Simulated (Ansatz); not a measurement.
# MnSb (P6_3/mmc) in Ansatz: further runs

Aim: see how the results for MnSb move with the level of theory and the settings. Levels: BLYP, PBE. Tasks: relaxation of cell and atoms, single point.

All numbers are computed with Ansatz 0.2.0; they aren't measurements. Logs are shortened: lines on timing, memory, paths and dates and some standing lists are left out, and cuts for length are marked.

**1. Starting point**

The structure is hexagonal, space group P6_3/mmc (No. 194). Conventional cell: a = 4.150 Å, b = 4.150 Å, c = 5.780 Å, α = 90.00°, β = 90.00°, γ = 120.00°. Sb (site symmetry -6m2) has 6 Mn at 2.80 Å as nearest neighbours. Mn (site symmetry -3m) is surrounded by 6 Sb at 2.80 Å and 2 Mn at 2.89 Å.

**2. Relaxation of cell and atoms, BLYP, collinear spin, ferromagnetic start**

Contents of input.yaml:

```yaml
crystal:
  lattice:
    - [4.15, 0.0, 0.0]
    - [-2.075, 3.5940054257, 0.0]
    - [0.0, 0.0, 5.78]
  atoms:
    - { symbol: Sb, position: [0.6666666667, 0.3333333333, 0.75] }
    - { symbol: Sb, position: [0.3333333333, 0.6666666667, 0.25] }
    - { symbol: Mn, position: [0.0, 0.0, 0.5], spin: 4.0 }
    - { symbol: Mn, position: [0.0, 0.0, 0.0], spin: 4.0 }
hamiltonian:
  xc: blyp
  pseudopotentials: { kind: paw }
magnetization:
  spin_polarized: true
kpoints:
  mp_grid: { grid: [7, 7, 5] }
scf:
  occupations: { method: fermi_dirac, width: 0.05 }
output:
  forces: true
  stress: true
relax:
  f_tol: 0.01
  max_steps: 40
  cell: { stress_tol: 0.05 }
```

Potentials or basis: Ansatz PAW.

On the command line:

```bash
$ ansatz run input.yaml --threads 2 --pin off --max-ram 5632MiB --backend cpu --events-out ev --progress --plain --runs-dir out
```

Standard output:

```text
Warning: RAYON_NUM_THREADS=2 ignored (pool sized by the plan → 2); use --threads N
Engine: ansatz 0.2.0, x86_64-unknown-linux-gnu
Pseudopotentials: kind: paw
Pseudopotential: Sb, paw, valence charge 15, recommended cutoff 420 eV (normal), Sb.paw.azcp
Pseudopotential: Mn, paw, valence charge 15, recommended cutoff 420 eV (normal), Mn.paw.azcp
Functional definition: BLYP
  parameter beta = 0.0042
  parameter a = 0.04918
  parameter b = 0.132
  parameter c = 0.2533
  parameter d = 0.349
  exchange = b88_x(beta = beta)
  correlation = lyp_c(a = a, b = b, c = c, d = d)
Crystal: 4 atoms, lattice volume = 86.209 Å³
Basis set: ecut = 420 eV, 1657 PW (Γ), exchange–correlation on 60×60×80 points (8 copies of the dense FFT grid, shifted against one another)
Bands: 41, of which v1, the nominal top of the filled ones, is band 30 counted from 1 (29 counted from 0)
Symmetry: 24 space group operations
Space group: P63/mmc (ITA 194), of the structure as read, at distance tolerance 4.4e-5 Å
Magnetic group: BNS 194.263 (UNI 1493), of the structure as read, at distance tolerance 4.4e-5 Å
k-points: 24 of 245
Non-local potential: Sb, projectors of the file, l = 0: 2, l = 1: 2, l = 2: 2, l = 3: 2
Non-local potential: Mn, projectors of the file, l = 0: 3, l = 1: 2, l = 2: 3, l = 3: 1
PAW form: soft (Blöchl's): semilocal exchange-correlation on the pseudo side does not see the compensation charge
PAW frozen core: Sb, regenerated for the run's functional, and the local potential with it (the file was generated under x = pbe(κ = 0.804, μ = 0.2195149727645171), c = pbe(β = 0.06672455060314922))
PAW frozen core: Mn, regenerated for the run's functional, and the local potential with it (the file was generated under x = pbe(κ = 0.804, μ = 0.2195149727645171), c = pbe(β = 0.06672455060314922))
PAW one-centre angular grid: Sb, 590 points (default); XC on 64 Gauss nodes
PAW one-centre angular grid: Mn, 590 points (default); XC on 64 Gauss nodes
Initial density: superposition of atomic densities (chi_scale 0.1, normalization cell)
Starting moments: Σ|m| = 8 μB on 2 of 4 sites
Initial wavefunctions: pseudopotential atomic-orbital guess
Functional: x = b88, c = lyp
iter 1 solved again at ethr=1.04e-3 eV; its pass at ethr=3.10e-3 eV (dr2=6.23e-1 eV) is discarded
SCF iter   1: F=—  HF=-20813.033033 eV  |F-HF|=—  |Δ(HF+E_count)|=         —  Δρ=1.70e-2 (↑1.29e-2 ↓1.70e-2)  dr2=6.31e-1  dr2_m=6.69e-2  M=7.174 μB ∫|m|=7.886 μB  β_m=0.30  ethr=1.04e-3  ⟨swp⟩=1.4  Hψ=10251  notcnv=0
Mixer restart at iter 1: flushing history
preconditioner: auto → Kerker (q_TF=auto, 2.568 Å⁻¹)  [metal: Δε(μ)=0.046 eV  Ē_g=7.410 eV  σ=0.050 eV  W_gap=0.22  n_scr=22 (ndim 8)  ℏωp=19.6 eV  f_vac=0.000  D(μ)=2.16/eV (n_scr^D=20)]
spin=Collinear: Kerker preconditioning applied to the charge; magnetization (m = ρ↑ − ρ↓) channel mixes plain (no charge-response kernel on spin).
SCF iter   2: F=—  HF=-20813.654467 eV  |F-HF|=—  |Δ(HF+E_count)|=   6.21e-1  Δρ=1.54e-2 (↑9.12e-3 ↓1.54e-2)  dr2=5.49e-1  dr2_m=4.50e-2  M=7.061 μB ∫|m|=7.817 μB  β_m=0.59  ethr=1.04e-3  ⟨swp⟩=2.0  Hψ=2471  notcnv=0  defer=1
SCF iter   3: F=—  HF=-20814.612083 eV  |F-HF|=—  |Δ(HF+E_count)|=   9.58e-1  Δρ=9.34e-3 (↑7.84e-3 ↓9.34e-3)  dr2=1.60e-1  dr2_m=4.37e-2  M=6.679 μB ∫|m|=7.527 μB  β_m=0.82  ethr=9.14e-4  ⟨swp⟩=3.4  Hψ=3865  notcnv=0  defer=39
SCF iter   4: F=—  HF=-20814.593136 eV  |F-HF|=—  |Δ(HF+E_count)|=         —  Δρ=3.76e-3 (↑1.41e-3 ↓3.76e-3)  dr2=2.86e-2  dr2_m=2.58e-3  M=6.552 μB ∫|m|=7.358 μB  β_m=0.82  ethr=2.67e-4  ⟨swp⟩=2.5  Hψ=3284  notcnv=0  defer=130
Mixer restart at iter 4: flushing history
SCF iter   5: F=—  HF=-20814.590187 eV  |F-HF|=—  |Δ(HF+E_count)|=   2.95e-3  Δρ=4.77e-3 (↑4.77e-3 ↓1.33e-3)  dr2=1.96e-2  dr2_m=2.98e-3  M=6.539 μB ∫|m|=7.328 μB  β_m=0.75  ethr=4.77e-5  ⟨swp⟩=2.0  Hψ=3712  notcnv=0  defer=130
SCF iter   6: F=—  HF=-20814.587234 eV  |F-HF|=—  |Δ(HF+E_count)|=   2.95e-3  Δρ=9.17e-4 (↑9.17e-4 ↓6.33e-4)  dr2=3.64e-3  dr2_m=6.33e-5  M=6.558 μB ∫|m|=7.352 μB  β_m=0.74  ethr=3.27e-5  ⟨swp⟩=2.0  Hψ=3790  notcnv=0  defer=127
SCF iter   7: F=—  HF=-20814.587139 eV  |F-HF|=—  |Δ(HF+E_count)|=   9.46e-5  Δρ=5.52e-4 (↑5.52e-4 ↓3.73e-4)  dr2=1.07e-3  dr2_m=4.56e-5  M=6.564 μB ∫|m|=7.356 μB  β_m=0.87  ethr=6.07e-6  ⟨swp⟩=1.0  Hψ=2112  notcnv=0  defer=127
SCF iter   8: F=—  HF=-20814.587267 eV  |F-HF|=—  |Δ(HF+E_count)|=   1.28e-4  Δρ=1.03e-4 (↑1.00e-4 ↓1.03e-4)  dr2=5.43e-5  dr2_m=9.75e-8  M=6.568 μB ∫|m|=7.360 μB  β_m=0.84  ethr=1.79e-6  ⟨swp⟩=2.0  Hψ=2311  notcnv=0  defer=127
SCF iter   9: F=—  HF=-20814.587278 eV  |F-HF|=—  |Δ(HF+E_count)|=   1.11e-5  Δρ=6.51e-5 (↑2.93e-5 ↓6.51e-5)  dr2=5.66e-6  dr2_m=9.86e-7  M=6.569 μB ∫|m|=7.361 μB  β_m=0.92  ethr=9.04e-8  ⟨swp⟩=2.4  Hψ=2802  notcnv=0  defer=127
SCF iter  10: F=—  HF=-20814.587285 eV  |F-HF|=—  |Δ(HF+E_count)|=   6.26e-6  Δρ=3.20e-5 (↑2.23e-5 ↓3.20e-5)  dr2=2.98e-6  dr2_m=2.74e-8  M=6.568 μB ∫|m|=7.360 μB  β_m=0.96  ethr=9.43e-9  ⟨swp⟩=2.0  Hψ=2509  notcnv=0  defer=127
SCF iter  11: F=—  HF=-20814.587285 eV  |F-HF|=—  |Δ(HF+E_count)|=  7.86e-10  Δρ=1.08e-5 (↑7.43e-6 ↓1.08e-5)  dr2=2.68e-7  dr2_m=3.55e-9  M=6.568 μB ∫|m|=7.360 μB  β_m=0.98  ethr=4.96e-9  ⟨swp⟩=2.0  Hψ=2460  notcnv=0  defer=127
SCF iter  12: F=—  HF=-20814.587285 eV  |F-HF|=—  |Δ(HF+E_count)|=   4.28e-8  Δρ=4.29e-6 (↑4.09e-6 ↓4.29e-6)  dr2=6.06e-8  dr2_m=1.13e-10  M=6.568 μB ∫|m|=7.360 μB  β_m=0.99  ethr=4.47e-10  ⟨swp⟩=1.6  Hψ=2168  notcnv=0  defer=127
SCF iter  13: F=-20814.587285 eV  HF=-20814.587285 eV  |F-HF|=1.09e-10  |Δ(HF+E_count)|=  8.22e-10  Δρ=5.75e-7 (↑5.75e-7 ↓3.61e-7)  dr2=7.49e-10  dr2_m=1.98e-11  M=6.568 μB ∫|m|=7.360 μB  ethr=1.01e-10  ⟨swp⟩=2.0  Hψ=5832  notcnv=0
SCF 1 converged in 13 iterations: F = -20814.587285 eV  dr2 = 7.49e-10
[... 28 lines left out ...]
SCF iter   5: F=—  HF=-20814.595001 eV  |F-HF|=—  |Δ(HF+E_count)|=   1.48e-5  Δρ=3.13e-5 (↑1.45e-5 ↓3.13e-5)  dr2=1.55e-6  dr2_m=1.69e-7  M=6.685 μB ∫|m|=7.503 μB  β_m=0.79  ethr=9.43e-9  ⟨swp⟩=2.0  Hψ=2677  notcnv=0
SCF iter   6: F=—  HF=-20814.595009 eV  |F-HF|=—  |Δ(HF+E_count)|=   7.69e-6  Δρ=8.82e-6 (↑4.61e-6 ↓8.82e-6)  dr2=1.24e-7  dr2_m=1.27e-8  M=6.684 μB ∫|m|=7.501 μB  β_m=0.77  ethr=2.58e-9  ⟨swp⟩=2.3  Hψ=3393  notcnv=0
SCF iter   7: F=-20814.595009 eV  HF=-20814.595009 eV  |F-HF|=1.21e-9  |Δ(HF+E_count)|=   2.32e-7  Δρ=1.38e-6 (↑1.37e-6 ↓1.38e-6)  dr2=1.33e-9  dr2_m=1.12e-9  M=6.683 μB ∫|m|=7.501 μB  ethr=2.07e-10  ⟨swp⟩=2.4  Hψ=7076  notcnv=0
SCF 3 converged in 7 iterations: F = -20814.595009 eV  dr2 = 1.33e-9
relax step   3: F+E_penalty+E_count = -20814.59500918 eV  Δ(F+E_penalty+E_count) = -8.401e-4 eV  max|allowed force component| = 2.776e-17 eV/Å  Δτ_max = 0.0000 Å  P = -0.018 GPa  Ω = 88.100 Å³  energy of the carried Pulay correction = -4.838e-4 eV  (7 SCF iters, dr2 threshold 3.55e-7 eV, accepted)
Initial wavefunctions: pseudopotential atomic-orbital guess (no wavefunctions were taken with the density)
iter 1 solved again at ethr=1.60e-7 eV; its pass at ethr=3.10e-3 eV (dr2=9.57e-5 eV) is discarded
SCF iter   1: F=—  HF=-20814.595488 eV  |F-HF|=—  |Δ(HF+E_count)|=         —  Δρ=2.11e-5 (↑1.40e-5 ↓2.11e-5)  dr2=3.28e-7  dr2_m=7.33e-8  M=6.684 μB ∫|m|=7.501 μB  β_m=0.65  ethr=1.60e-7  ⟨swp⟩=3.1  Hψ=13357  notcnv=0
preconditioner: auto → none  [metal: Δε(μ)=0.033 eV  Ē_g=7.241 eV  σ=0.050 eV  W_gap=0.16  n_scr=8 (ndim 8)  ℏωp=19.4 eV  f_vac=0.012  D(μ)=2.46/eV (n_scr^D=22)]
SCF iter   2: F=—  HF=-20814.595490 eV  |F-HF|=—  |Δ(HF+E_count)|=   2.03e-6  Δρ=1.81e-5 (↑1.81e-5 ↓5.87e-6)  dr2=2.41e-7  dr2_m=7.99e-8  M=6.684 μB ∫|m|=7.501 μB  β_m=0.44  ethr=5.47e-10  ⟨swp⟩=2.1  Hψ=3417  notcnv=0
SCF iter   3: F=—  HF=-20814.595490 eV  |F-HF|=—  |Δ(HF+E_count)|=   3.97e-8  Δρ=6.02e-6 (↑4.55e-6 ↓6.02e-6)  dr2=2.07e-8  dr2_m=6.55e-9  M=6.684 μB ∫|m|=7.501 μB  β_m=0.47  ethr=4.02e-10  ⟨swp⟩=2.0  Hψ=3384  notcnv=0
SCF iter   4: F=—  HF=-20814.595490 eV  |F-HF|=—  |Δ(HF+E_count)|=   4.36e-8  Δρ=1.87e-6 (↑1.30e-6 ↓1.87e-6)  dr2=1.45e-9  dr2_m=9.58e-10  M=6.684 μB ∫|m|=7.501 μB  β_m=0.68  ethr=3.44e-11  ⟨swp⟩=1.9  Hψ=2818  notcnv=0
SCF iter   5: F=—  HF=-20814.595490 eV  |F-HF|=—  |Δ(HF+E_count)|=   2.61e-8  Δρ=1.18e-6 (↑8.95e-7 ↓1.18e-6)  dr2=1.09e-9  dr2_m=7.10e-10  M=6.684 μB ∫|m|=7.501 μB  β_m=0.84  ethr=2.41e-12  ⟨swp⟩=2.1  Hψ=3397  notcnv=0
SCF iter   6: F=—  HF=-20814.595490 eV  |F-HF|=—  |Δ(HF+E_count)|=   1.18e-8  Δρ=9.17e-7 (↑9.17e-7 ↓4.10e-7)  dr2=3.79e-10  dr2_m=2.48e-10  M=6.683 μB ∫|m|=7.501 μB  β_m=0.82  ethr=1.81e-12  ⟨swp⟩=2.9  Hψ=3759  notcnv=0
SCF iter   7: F=—  HF=-20814.595490 eV  |F-HF|=—  |Δ(HF+E_count)|=  1.89e-10  Δρ=3.51e-7 (↑3.51e-7 ↓2.07e-7)  dr2=2.40e-10  dr2_m=5.13e-12  M=6.683 μB ∫|m|=7.501 μB  β_m=0.81  ethr=1.00e-12  ⟨swp⟩=2.0  Hψ=3081  notcnv=0
SCF iter   8: F=—  HF=-20814.595490 eV  |F-HF|=—  |Δ(HF+E_count)|=  1.82e-10  Δρ=3.88e-8 (↑3.88e-8 ↓1.98e-8)  dr2=2.35e-12  dr2_m=1.44e-13  M=6.683 μB ∫|m|=7.501 μB  β_m=0.79  ethr=1.00e-12  ⟨swp⟩=2.0  Hψ=2401  notcnv=0
SCF iter   9: F=-20814.595490 eV  HF=-20814.595490 eV  |F-HF|=0.00e0  |Δ(HF+E_count)|=    0.00e0  Δρ=4.56e-9 (↑3.49e-9 ↓4.56e-9)  dr2=3.00e-14  dr2_m=2.74e-15  M=6.683 μB ∫|m|=7.501 μB  ethr=1.00e-12  ⟨swp⟩=3.0  Hψ=6023  notcnv=0
SCF 4 converged in 9 iterations: F = -20814.595490 eV  dr2 = 3.00e-14
relax step   4: F+E_penalty+E_count = -20814.59549023 eV  Δ(F+E_penalty+E_count) = -4.811e-4 eV  max|allowed force component| = 2.776e-17 eV/Å  Δτ_max = 0.0000 Å  P = -0.017 GPa  Ω = 88.100 Å³  stress off target by 1.84e-2 GPa  SCF on the basis re-selected at this cell (its energy is not comparable with the rows above)  (9 SCF iters)
basis re-selected at this cell: Δ(F+E_penalty+E_count) = -4.811e-4 eV, ΔP = +0.001 GPa vs the last step (what re-selecting the basis moved, of the pressure what is left beyond the Pulay correction that the steps carried, after the strain that the cell walked since its last selection, with what the two solves' SCF thresholds leave and, on support functions, any second-order correction that the steps lacked; it is no measure of the basis error at this ecutwfc). This SCF's stress stands 1.84e-2 GPa from its target on what of the cell is left free (relax.cell.stress_tol is 5.00e-2 GPa) and its largest allowed force component is 2.78e-17 eV/Å (relax.f_tol is 1.00e-2 eV/Å): within both
SCF converged after 9 iterations
Magnetization: 6.6835 μB (33.3417 up, 26.6583 down)
Absolute magnetization: 7.5069 μB (∫|ρ↑−ρ↓|, with the PAW one-centre terms)
Spin contamination: 0.3172 ħ² per cell (⟨S²⟩ above its minimum at these occupations)
Per-site moments (μB) at R_I (Å): [(-0.12015290263814624, 1.1635514308774326), (-0.1201529026381466, 1.1635514308774328), (3.4195811473140685, 1.1635514308774328), (3.4195811473140663, 1.1635514308774326)]
Free energy (F): -20814.595490 eV
Harris-Foulkes:  -20814.595490 eV  (|F-HF|=0.00e0)
Internal energy: -20814.575371 eV  (E = F + TS)
E sigma→0 (E₀):  -20814.585431 eV
Entropy (-TS):   -0.020119 eV (-5.030 meV/atom)
Fermi energy:    12.148964 eV
--- Per-component energies (eV) ---
  E_band       = -826.860925
  E_kinetic    = 1023.246306
  E_local      = -7495.921220  (includes V_loc(G=0)·N_el)
  E_nonlocal   = 1212.740030
  E_hartree    = 3249.321876
  E_xc         = -494.726631
  E_vxc        = -469.878289  (∫ρ·V_xc dr)
  E_paw        = -11816.319198  (= ΣΔE_a)
  E_vpaw       = -1595.691498  (= ΣTr[D̂ρ^β])
  E_aug_tail   = -0.000023  (compensation charges beyond the density's cutoff)
  E_ewald      = -6492.798643
  E_core_change = -0.117869  (= ΣΔE_core)
  E_smearing   = -0.020119  (= −TS)
  E_closure    = -0.000000  (closes the sum)
  Σ components = -20814.595490   (vs F -20814.595490, Δ=0.00e0)
--- Forces (eV/Å), atoms counted from 1 ---
  atom   1  Sb    -0.00000000    -0.00000000     0.00000000
  atom   2  Sb     0.00000000     0.00000000    -0.00000000
  atom   3  Mn     0.00000000     0.00000000     0.00000000
  atom   4  Mn     0.00000000     0.00000000     0.00000000
  max |Σ_I F_I| component: 2.10e-30 eV/Å
--- Stress (GPa, compression-positive) ---
       -0.018372      -0.000000       0.000000
       -0.000000      -0.018372      -0.000000
        0.000000      -0.000000      -0.013686
  P = ⅓ Tr σ = -0.0168 GPa (-0.168 kbar)
--- Relaxed structure (3 steps of the walk, 3 accepted, 1 SCFs on fresh bases) ---
  F+E_penalty+E_count = -20814.59549023 eV   max|allowed force component| = 2.776e-17 eV/Å   (the final SCF, on the basis selected at the relaxed cell)
  cell:  # Å, volume = 88.1005 Å³
    - [4.197412776057965, 0.0, 0.0]
    - [-2.0987063880289827, 3.6350660942355613, 0.0]
    - [0.0, 0.0, 5.774099288314342]
  atoms:
    - { symbol: Sb, position: [0.6666666666666667, 0.3333333333333332, 0.7499999999999999] }
    - { symbol: Sb, position: [0.3333333333333332, 0.6666666666666665, 0.24999999999999997] }
    - { symbol: Mn, position: [3.3508064901828256e-35, 6.000659561850691e-35, 0.49999999999999994] }
    - { symbol: Mn, position: [1.3531625242597692e-35, -1.0884917344752413e-35, 1.7810027442216336e-35] }
```

Wall time 7.5 s (2 threads of AMD EPYC 9R45 (Zen 5), shared host); peak memory 0.56 GiB.

What came out:

* Free energy: -20814.5955 eV
* Relaxed volume: 22.03 Å³/atom
* Relaxed cell: a = 4.197 Å, b = 4.197 Å, c = 5.774 Å, α = 90.00°, β = 90.00°, γ = 120.00°
* Space group after relaxing (to 0.05 Å): P6_3/mmc (No. 194)
* Energy gained by relaxing: 2.1 meV/atom
* Ionic steps: 4
* Pressure after relaxing: 0.0 GPa
* Net moment: 6.68 μB per cell
* Absolute moment: 7.51 μB per cell
* Site moments: Sb -0.12; Mn +3.42 μB

Step by step:
| step | energy change (eV) | largest force (eV/Å) | volume (Å³) |
| --- | --- | --- | --- |
| 1 | 0.0000 | 0.0000 | 86.21 |
| 2 | -0.0069 | 0.0000 | 88.69 |
| 3 | -0.0077 | 0.0000 | 88.10 |
| 4 | -0.0082 | 0.0000 | 88.10 |

Final structure:
```cif
data_structure
_symmetry_space_group_name_H-M 'P 1'
_symmetry_Int_Tables_number 1
_cell_length_a 4.1974
_cell_length_b 4.1974
_cell_length_c 5.7741
_cell_angle_alpha 90.000
_cell_angle_beta 90.000
_cell_angle_gamma 120.000
_cell_volume 88.10
loop_
_atom_site_label
_atom_site_type_symbol
_atom_site_fract_x
_atom_site_fract_y
_atom_site_fract_z
_atom_site_occupancy
Sb1 Sb 0.66667 0.33333 0.75000 1
Sb2 Sb 0.33333 0.66667 0.25000 1
Mn1 Mn 0.00000 0.00000 0.50000 1
Mn2 Mn 0.00000 0.00000 0.00000 1
```

Caveat: the plane-wave basis is chosen anew once the cell has moved, so the energies of steps on either side of that aren't comparable; only a ferromagnetic start was run, and an antiferromagnetic order may lie lower in energy; the PAW data sets come from PBE, with cores solved anew for the run's functional, which leaves a small shift of forces and pressure. Zero-point motion and thermal expansion aren't in these numbers.

**3. Single point, PBE, collinear spin, ferromagnetic start**

input.yaml, as its differences from that of step 2:

```diff
@@ -11,3 +11,3 @@
 hamiltonian:
-  xc: blyp
+  xc: pbe
   pseudopotentials: { kind: paw }
@@ -18,3 +18,3 @@
 scf:
-  occupations: { method: fermi_dirac, width: 0.05 }
+  occupations: { method: gaussian, width: 0.012 }
 output:
@@ -22,5 +22,2 @@
   stress: true
-relax:
-  f_tol: 0.01
-  max_steps: 40
-  cell: { stress_tol: 0.05 }
+  eigenvalues: true
```

Potentials or basis: Ansatz PAW.

On the command line:

```bash
$ ansatz run input.yaml --threads 2 --pin off --max-ram 5632MiB --backend cpu --events-out ev --progress --plain --runs-dir out
```

It took 2.7 s on 2 threads of AMD EPYC 9R45 (Zen 5), shared host; peak memory 0.53 GiB.

It converged, with:

- Free energy: -20766.6327 eV
- Pressure: -3.3 GPa
- Band gap on the k mesh: none (metal or under the smearing width)
- Net moment: 6.69 μB per cell
- Absolute moment: 7.57 μB per cell
- Site moments: Sb -0.13; Mn +3.43 μB

Stress tensor (GPa, compression positive):
```
-2.95  0.00  0.00
 0.00 -2.95  0.00
 0.00  0.00 -4.14
```

Levels at points of the mesh, in eV from the Fermi level:
Spin up:
```tsv
k point	band 29	band 30	band 31	band 32	band 33	band 34	band 35	band 36	band 37	band 38
(0.00, 0.00, 0.00)	-1.84	-1.84	-0.49	0.51	0.51	2.29	2.29	2.64	3.03	4.29
```
Spin down:
```tsv
k point	band 25	band 26	band 27	band 28	band 29	band 30
(0.00, 0.00, 0.00)	0.05	0.05	0.34	0.34	0.56	0.56
```

Caveat: only a ferromagnetic start was run, and an antiferromagnetic order may lie lower in energy. The run has no spin-orbit coupling, so splittings on Sb are missing.
